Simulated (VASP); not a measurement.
## VASP inputs for MgS (strained zincblende)

INCAR

```
SIGMA = 0.02
NBANDS = 11
LREAL = .FALSE.
NSW = 0
LASPH = .TRUE.
ISMEAR = -1
LELF = .TRUE.
GGA = PE
LCHARG = .TRUE.
ENCUT = 520
PREC = Accurate
ISIF = 2
LWAVE = .FALSE.
IBRION = -1
NELM = 120
EDIFF = 1E-7
```

KPOINTS

```
KPOINTS created by Atomic Simulation Environment
0
Gamma
8 8 8
0 0 0
```

KPOINTS_OPT

```
special points
6
Reciprocal
0.0000000000 0.0000000000 0.0000000000 1
-0.5000000000 -0.5000000000 0.0000000000 1
-0.3750000000 -0.3750000000 0.2500000000 1
-0.3750000000 0.0000000000 0.3750000000 1
0.0000000000 0.0000000000 0.5000000000 1
-0.5000000000 -0.2500000000 0.2500000000 1
```

POSCAR

```
Mg S
 1.0000000000000000
     0.0000000000000000    2.8450312253000001    2.8450312253000001
     2.8450312253000001    0.0000000000000000    2.8450312253000001
     2.8450312253000001    2.8450312253000001    0.0000000000000000
 Mg  S
   1   1
Cartesian
  0.0000000000000000  0.0000000000000000  0.0000000000000000
  1.4225156126500000  1.4225156126500000  1.4225156126500000
```

VASP ran with the recommended PBE PAW datasets (8 valence electrons in the cell).

Estimate the main results of this run.

gap between bands v and c 3.38 eV; least direct gap 3.38 eV; pressure 0.1 GPa.

Band v is the last that the valence electrons fill when counted band by band, and c is the next. Levels in eV from the top of v:

| point | v−1 | v | c | c+1 |
| --- | --- | --- | --- | --- |
| Γ | 0.00 | 0.00 | 3.38 | 7.91 |
| X | -1.01 | -1.01 | 3.90 | 5.63 |
| K | -1.83 | -0.80 | 4.83 | 6.93 |
| L | -0.32 | -0.32 | 5.06 | 7.62 |
| W | -1.79 | -1.30 | 5.53 | 7.82 |
